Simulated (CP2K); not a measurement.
**Sn under changes of volume**

One of the cells (33.803 Å³/atom); the others are scaled copies at fixed shape and fractional positions:

```
Sn
1.0
     4.57264    0.00000    0.00000
     2.28632    3.96002    0.00000
     2.28632    1.32001    3.73354
Sn
2
Direct
  0.75000 0.75000 0.75000
  0.50000 0.50000 0.50000
```

This isn't the form of Sn at room conditions, which is tetragonal (white tin).

* Program: CP2K 2026.2
* Functional: PBEsol
* Potentials or basis: POTENTIAL_UZH Sn GTH-PBE-q4; TZVP-MOLOPT-PBE-GTH basis
* Density cutoff: 6123 eV
* k mesh: 7 × 7 × 7
* Occupations: fermi-dirac, width 0.05 eV
* Spin: no spin polarisation

```tsv
volume (Å³/atom)	energy over the lowest point (meV/atom)	pressure (GPa)
31.775	100.13	7.5
32.451	71.33	6.2
33.127	?	?
33.803	29.68	3.8
34.479	15.86	2.8
35.155	6.10	1.9
35.831	0.00	1.1
```

Question: What does the run at 33.127 Å³/atom give?

Answer: Energy over the lowest point 48.01 meV/atom; pressure 4.9 GPa.

Worked out: A Birch-Murnaghan fit of order 3 (a polynomial in V^(-2/3)) to the other rows has its minimum at 36.78 Å³/atom, just outside them, with B0 = V·E''(V) = 37 GPa and B' = 4.4. It gives 48.02 meV/atom at 33.127 Å³/atom, against the run's 48.01, and -dE/dV = 4.9 GPa, against 4.9.

Energies are extrapolated to zero smearing.

Caveats: the potentials were made for another functional, which shifts forces and pressure; the basis of atomic orbitals isn't converged, which shifts pressures, moduli and gaps.
